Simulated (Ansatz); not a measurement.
# GaN (F-43m) in Ansatz: notebook

Runs on GaN. Level: r2SCAN+D4. Tasks: single point, equation of state.

Everything below comes from runs of Ansatz 0.2.0. Logs are shortened: lines on timing, memory, paths and dates and some standing lists are left out, and cuts for length are marked.

### Step 1. Starting point

It takes space group F-43m (No. 216, cubic). Conventional cell: a = 4.507 Å, b = 4.507 Å, c = 4.507 Å, α = 90.00°, β = 90.00°, γ = 90.00°. Around Ga (site symmetry -43m) lie 4 N at 1.95 Å. N (site symmetry -43m) is surrounded by 4 Ga at 1.95 Å.

The cell is a database's computed one.

### Step 2. Single point, r2SCAN+D4, 10.76 Å³/atom (volume scaled by 0.94)

input.yaml reads:

```yaml
crystal:
  lattice:
    - [0.0, 2.2074978911, 2.2074978911]
    - [2.2074978911, 0.0, 2.2074978911]
    - [2.2074978911, 2.2074978911, 0.0]
  atoms:
    - { symbol: Ga, position: [0.0, 0.0, 0.0] }
    - { symbol: "N", position: [0.25, 0.25, 0.25] }
hamiltonian:
  xc: r2scan
  pseudopotentials: { kind: paw }
  dispersion: d4
kpoints:
  mp_grid: { grid: [10, 10, 10] }
scf:
  occupations: { method: fermi_dirac, width: 0.05 }
output:
  forces: true
  stress: true
  eigenvalues: true
```

Potentials or basis: Ansatz PAW.

The run is started by

```
> ansatz run input.yaml --threads 2 --pin off --max-ram 5120MiB --backend cpu --events-out ev --progress --plain --runs-dir out
```

The program printed:

```text
Warning: RAYON_NUM_THREADS=2 ignored (pool sized by the plan → 2); use --threads N
Engine: ansatz 0.2.0, x86_64-unknown-linux-gnu
Pseudopotentials: kind: paw
Pseudopotential: Ga, paw, valence charge 13, recommended cutoff 500 eV (meta_gga), Ga.paw.azcp
Pseudopotential: N, paw, valence charge 5, recommended cutoff 500 eV (meta_gga), N.paw.azcp
Functional definition: r2SCAN
  parameter k0 = 0.174
  parameter k1 = 0.065
  parameter a1 = 4.9479
  exchange = r2scan_x(k0 = k0, k1 = k1, a1 = a1)
  correlation = r2scan_c
Crystal: 2 atoms, lattice volume = 21.514 Å³
Basis set: ecut = 500 eV, 537 PW (Γ), exchange–correlation on 96×96×96 points (64 copies of the dense FFT grid, shifted against one another)
Bands: 13, of which v1, the nominal top of the filled ones, is band 9 counted from 1 (8 counted from 0)
Symmetry: 24 space group operations
Space group: F-43m (ITA 216), of the structure as read, at distance tolerance 2.8e-5 Å
k-points: 47 of 1000 (time reversal used)
Non-local potential: Ga, projectors of the file, l = 0: 2, l = 1: 2, l = 2: 3, l = 3: 1
Non-local potential: N, projectors of the file, l = 0: 2, l = 1: 2, l = 2: 1
PAW form: soft (Blöchl's): semilocal exchange-correlation on the pseudo side does not see the compensation charge
PAW frozen core: Ga, regenerated for the run's functional (the file was generated under x = pbe(κ = 0.804, μ = 0.2195149727645171), c = pbe(β = 0.06672455060314922))
PAW frozen core: N, regenerated for the run's functional (the file was generated under x = pbe(κ = 0.804, μ = 0.2195149727645171), c = pbe(β = 0.06672455060314922))
PAW one-centre angular grid: Ga, 590 points (default); XC on 160 Gauss nodes
PAW one-centre angular grid: N, 302 points (default); XC on 160 Gauss nodes
Initial density: superposition of atomic densities (neutral atoms: chi_scale 0, normalization atom), corrected by the library's trained network
Initial wavefunctions: pseudopotential atomic-orbital guess
Functional: x = r2scan, c = r2scan; τ floored in thin density (d = 2e-4 eV/Å³)
SCF iter   1: F=—  HF=-4176.599613 eV  |F-HF|=—  |Δ(HF+E_count)|=         —  Δρ=1.28e-2  dr2=1.40e-2  dr2_τ=1.14e-1  ethr=1.77e-3  ⟨swp⟩=4.8  Hψ=3100  notcnv=0
preconditioner: auto → none  [insulator: Δε(μ)=2.509 eV  Ē_g=20.391 eV  σ=0.050 eV  W_gap=1.00  n_scr=8 (ndim 8)  ℏωp=34.0 eV  f_vac=0.000  D(μ)=0.00/eV (n_scr^D=0)  ε∞_Penn≈3.8]
SCF iter   2: F=—  HF=-4176.636410 eV  |F-HF|=—  |Δ(HF+E_count)|=   3.68e-2  Δρ=4.70e-3  dr2=2.96e-3  dr2_τ=1.14e-4  ethr=7.79e-5  ⟨swp⟩=2.0  Hψ=1598  notcnv=0
SCF iter   3: F=—  HF=-4176.636456 eV  |F-HF|=—  |Δ(HF+E_count)|=   4.57e-5  Δρ=3.25e-3  dr2=7.25e-4  dr2_τ=6.06e-5  ethr=1.65e-5  ⟨swp⟩=2.0  Hψ=1153  notcnv=0
SCF iter   4: F=—  HF=-4176.636561 eV  |F-HF|=—  |Δ(HF+E_count)|=   1.05e-4  Δρ=9.37e-4  dr2=1.30e-4  dr2_τ=2.93e-5  ethr=4.03e-6  ⟨swp⟩=2.3  Hψ=836  notcnv=0
SCF iter   5: F=—  HF=-4176.636551 eV  |F-HF|=—  |Δ(HF+E_count)|=   1.02e-5  Δρ=1.26e-4  dr2=3.25e-6  dr2_τ=2.78e-7  ethr=7.21e-7  ⟨swp⟩=2.1  Hψ=848  notcnv=0
SCF iter   6: F=—  HF=-4176.636549 eV  |F-HF|=—  |Δ(HF+E_count)|=   2.28e-6  Δρ=1.15e-4  dr2=2.61e-6  dr2_τ=1.49e-7  ethr=1.80e-8  ⟨swp⟩=2.0  Hψ=1034  notcnv=0
SCF iter   7: F=—  HF=-4176.636548 eV  |F-HF|=—  |Δ(HF+E_count)|=   2.81e-7  Δρ=6.86e-5  dr2=9.44e-7  dr2_τ=1.00e-8  ethr=1.45e-8  ⟨swp⟩=1.0  Hψ=611  notcnv=0
SCF iter   8: F=-4176.636548 eV  HF=-4176.636548 eV  |F-HF|=4.21e-8  |Δ(HF+E_count)|=   1.67e-7  Δρ=1.81e-5  dr2=6.85e-8  dr2_τ=5.99e-10  ethr=5.56e-10  ⟨swp⟩=3.0  Hψ=2249  notcnv=0
SCF 1 converged in 8 iterations: F = -4176.636548 eV  dr2 = 6.85e-8
SCF converged after 8 iterations
Free energy (F): -4176.636548 eV
Harris-Foulkes:  -4176.636548 eV  (|F-HF|=4.21e-8)
Internal energy: -4176.636548 eV  (E = F + TS)
E sigma→0 (E₀):  -4176.636548 eV
Fermi energy:    11.658389 eV
--- Per-component energies (eV) ---
  E_band       = -1.092453
  E_kinetic    = 249.567336
  E_local      = -1904.472524  (includes V_loc(G=0)·N_el)
  E_nonlocal   = 476.548745
  E_hartree    = 882.945670
  E_xc         = -122.717269
  E_vxc        = -144.944252  (∫ρ·V_xc dr)
  E_paw        = -2137.001059  (= ΣΔE_a)
  E_vpaw       = -451.576011  (= ΣTr[D̂ρ^β])
  E_aug_tail   = -0.000014  (compensation charges beyond the density's cutoff)
  E_vtau       = 7.896380  (kinetic-family band-sum trace: ∫τ·v_τ [+ j·A + Jᵃ·Aᵃ] dr)
  E_ewald      = -1620.515991
  E_disp       = -0.308807  (pairwise vdW)
  E_core_change = -0.682634  (= ΣΔE_core)
  E_smearing   = -0.000000  (= −TS)
  E_closure    = 0.000000  (closes the sum)
  Σ components = -4176.636548   (vs F -4176.636548, Δ=0.00e0)
--- Forces (eV/Å), atoms counted from 1 ---
  atom   1  Ga     0.00000000    -0.00000000    -0.00000000
  atom   2  N     -0.00000000     0.00000000    -0.00000000
  max |Σ_I F_I| component: 2.89e-17 eV/Å
--- Stress (GPa, compression-positive) ---
       10.149560      -0.000000      -0.000000
        0.000000      10.149560       0.000000
       -0.000000       0.000000      10.149560
  P = ⅓ Tr σ = 10.1496 GPa (101.496 kbar)
--- Band table (eV; the first three rows and the last of 47) ---
  k-point 0: bands = ["-6.9366", "-3.6147", "-3.6147", "-3.6147", "-3.2015", "-3.2015", "10.3453", "10.3453", "10.3453", "12.8886", "21.7801", "21.7801", "21.7801"]
  k-point 1: bands = ["-6.8141", "-3.5980", "-3.5980", "-3.5767", "-3.2030", "-3.2030", "9.2639", "10.2270", "10.2270", "13.7056", "21.2796", "21.9626", "21.9626"]
  k-point 2: bands = ["-6.4961", "-3.5586", "-3.5586", "-3.4189", "-3.2018", "-3.2018", "7.3189", "9.9356", "9.9356", "14.8590", "20.4806", "22.2330", "22.2330"]
  k-point 46: bands = ["-5.5498", "-3.4331", "-3.3734", "-3.2145", "-3.1718", "-1.3525", "4.2749", "6.3822", "6.4166", "16.7916", "19.8808", "22.3071", "22.6403"]
```

It took 1.6 s on 2 threads of Intel Xeon Platinum 8375C at 2.90GHz (Ice Lake), shared host; peak memory 0.42 GiB.

What came out:

| Property | Result |
| --- | --- |
| Free energy | -4176.6365 eV |
| Pressure | 10.1 GPa |
| Band gap on the k mesh | 2.54 eV, direct |

Caveat: the PAW data sets come from PBE, with cores solved anew for the run's functional, which leaves a small shift of forces and pressure.

### Step 3. Single point, r2SCAN+D4, 10.99 Å³/atom (volume scaled by 0.96)

input.yaml, as its differences from that of step 2:

```diff
@@ -2,5 +2,5 @@
   lattice:
-    - [0.0, 2.2074978911, 2.2074978911]
-    - [2.2074978911, 0.0, 2.2074978911]
-    - [2.2074978911, 2.2074978911, 0.0]
+    - [0.0, 2.2230441631, 2.2230441631]
+    - [2.2230441631, 0.0, 2.2230441631]
+    - [2.2230441631, 2.2230441631, 0.0]
   atoms:
```

Potentials or basis: Ansatz PAW.

The run is started by

```
> ansatz run input.yaml --threads 2 --pin off --max-ram 5120MiB --backend cpu --events-out ev --progress --plain --runs-dir out
```

Wall time 1.6 s (2 threads of Intel Xeon Platinum 8375C at 2.90GHz (Ice Lake), shared host); peak memory 0.42 GiB.

Results (log left out):

- Free energy: -4176.6584 eV
- Pressure: 5.2 GPa
- Band gap on the k mesh: 2.40 eV, direct

Caveat: the PAW data sets come from PBE, with cores solved anew for the run's functional, which leaves a small shift of forces and pressure.

### Step 4. Single point, r2SCAN+D4, 11.21 Å³/atom (volume scaled by 0.98)

input.yaml, as its differences from that of step 3:

```diff
@@ -2,5 +2,5 @@
   lattice:
-    - [0.0, 2.2230441631, 2.2230441631]
-    - [2.2230441631, 0.0, 2.2230441631]
-    - [2.2230441631, 2.2230441631, 0.0]
+    - [0.0, 2.2383759866, 2.2383759866]
+    - [2.2383759866, 0.0, 2.2383759866]
+    - [2.2383759866, 2.2383759866, 0.0]
   atoms:
```

The run is started by

```
> ansatz run input.yaml --threads 2 --pin off --max-ram 5120MiB --backend cpu --events-out ev --progress --plain --runs-dir out
```

Wall time 2 s (2 threads of Intel Xeon Platinum 8375C at 2.90GHz (Ice Lake), shared host); peak memory 0.41 GiB.

It converged, with:

```yaml
Free_energy: -4176.6670 eV
Pressure: 0.8 GPa
Band_gap_on_the_k_mesh: 2.26 eV, direct
```

Caveat: the PAW data sets come from PBE, with cores solved anew for the run's functional, which leaves a small shift of forces and pressure.

### Step 5. Single point, r2SCAN+D4, 11.44 Å³/atom

input.yaml, as its differences from that of step 4:

```diff
@@ -2,5 +2,5 @@
   lattice:
-    - [0.0, 2.2383759866, 2.2383759866]
-    - [2.2383759866, 0.0, 2.2383759866]
-    - [2.2383759866, 2.2383759866, 0.0]
+    - [0.0, 2.2535006075, 2.2535006075]
+    - [2.2535006075, 0.0, 2.2535006075]
+    - [2.2535006075, 2.2535006075, 0.0]
   atoms:
@@ -20 +20,5 @@
   eigenvalues: true
+  write_density: true
+  write_potential: true
+  elf: true
+  volumetric_format: npy
```

The run is started by

```
> ansatz run input.yaml --threads 2 --pin off --max-ram 5120MiB --backend cpu --events-out ev --progress --plain --runs-dir out
```

Wall time 2 s (2 threads of Intel Xeon Platinum 8375C at 2.90GHz (Ice Lake), shared host); peak memory 0.43 GiB.

Results (log left out):

```yaml
Free_energy: -4176.6636 eV
Pressure: -3.1 GPa
Band_gap_on_the_k_mesh: 2.13 eV, direct
```

Caveat: the PAW data sets come from PBE, with cores solved anew for the run's functional, which leaves a small shift of forces and pressure.

### Step 6. Single point, r2SCAN+D4, 11.67 Å³/atom (volume scaled by 1.02)

input.yaml reads:

```yaml
crystal:
  lattice:
    - [0.0, 2.2684248875, 2.2684248875]
    - [2.2684248875, 0.0, 2.2684248875]
    - [2.2684248875, 2.2684248875, 0.0]
  atoms:
    - { symbol: Ga, position: [0.0, 0.0, 0.0] }
    - { symbol: "N", position: [0.25, 0.25, 0.25] }
hamiltonian:
  xc: r2scan
  pseudopotentials: { kind: paw }
  dispersion: d4
kpoints:
  mp_grid: { grid: [10, 10, 10] }
scf:
  occupations: { method: fermi_dirac, width: 0.05 }
output:
  forces: true
  stress: true
  eigenvalues: true
```

Potentials or basis: Ansatz PAW.

The run is started by

```
> ansatz run input.yaml --threads 2 --pin off --max-ram 5120MiB --backend cpu --events-out ev --progress --plain --runs-dir out
```

It took 1.7 s on 2 threads of Intel Xeon Platinum 8375C at 2.90GHz (Ice Lake), shared host; peak memory 0.43 GiB.

The run converged. Its results:

```yaml
Free_energy: -4176.6494 eV
Pressure: -6.7 GPa
Band_gap_on_the_k_mesh: 1.99 eV, direct
```

Caveat: the PAW data sets come from PBE, with cores solved anew for the run's functional, which leaves a small shift of forces and pressure.

### Step 7. Single point, r2SCAN+D4, 11.90 Å³/atom (volume scaled by 1.04)

input.yaml, as its differences from that of step 6:

```diff
@@ -2,5 +2,5 @@
   lattice:
-    - [0.0, 2.2684248875, 2.2684248875]
-    - [2.2684248875, 0.0, 2.2684248875]
-    - [2.2684248875, 2.2684248875, 0.0]
+    - [0.0, 2.283155332, 2.283155332]
+    - [2.283155332, 0.0, 2.283155332]
+    - [2.283155332, 2.283155332, 0.0]
   atoms:
```

The run is started by

```
> ansatz run input.yaml --threads 2 --pin off --max-ram 5120MiB --backend cpu --events-out ev --progress --plain --runs-dir out
```

Wall time 1.8 s (2 threads of Intel Xeon Platinum 8375C at 2.90GHz (Ice Lake), shared host); peak memory 0.42 GiB.

It converged, with:

```yaml
Free_energy: -4176.6257 eV
Pressure: -9.9 GPa
Band_gap_on_the_k_mesh: 1.86 eV, direct
```

Caveat: the PAW data sets come from PBE, with cores solved anew for the run's functional, which leaves a small shift of forces and pressure.

### Step 8. Single point, r2SCAN+D4, 12.13 Å³/atom (volume scaled by 1.06)

input.yaml, as its differences from that of step 7:

```diff
@@ -2,5 +2,5 @@
   lattice:
-    - [0.0, 2.283155332, 2.283155332]
-    - [2.283155332, 0.0, 2.283155332]
-    - [2.283155332, 2.283155332, 0.0]
+    - [0.0, 2.2976981147, 2.2976981147]
+    - [2.2976981147, 0.0, 2.2976981147]
+    - [2.2976981147, 2.2976981147, 0.0]
   atoms:
```

The run is started by

```
> ansatz run input.yaml --threads 2 --pin off --max-ram 5120MiB --backend cpu --events-out ev --progress --plain --runs-dir out
```

Run time: 1.7 s. Hardware: 2 threads of Intel Xeon Platinum 8375C at 2.90GHz (Ice Lake), shared host; peak memory 0.42 GiB.

It converged, with:

- Free energy: -4176.5933 eV
- Pressure: -12.7 GPa
- Band gap on the k mesh: 1.74 eV, direct

Caveat: the PAW data sets come from PBE, with cores solved anew for the run's functional, which leaves a small shift of forces and pressure.

### Step 9. Equation of state, r2SCAN+D4

Potentials or basis: Ansatz PAW.

No new run: the results of the series are fitted here.

Results:

```
Equilibrium volume                      : 11.26 Å³/atom
Bulk modulus                            : 201 GPa
Pressure derivative of the bulk modulus : 4.3
```

Energy against volume, from the lowest point:
```csv
volume (Å³/atom),energy (meV/atom)
10.757,15.21
10.986,4.28
11.215,0.00
11.444,1.70
11.673,8.76
11.902,20.65
12.131,36.83
```

Caveat: the PAW data sets were made with another functional, which shifts forces and pressure a little.
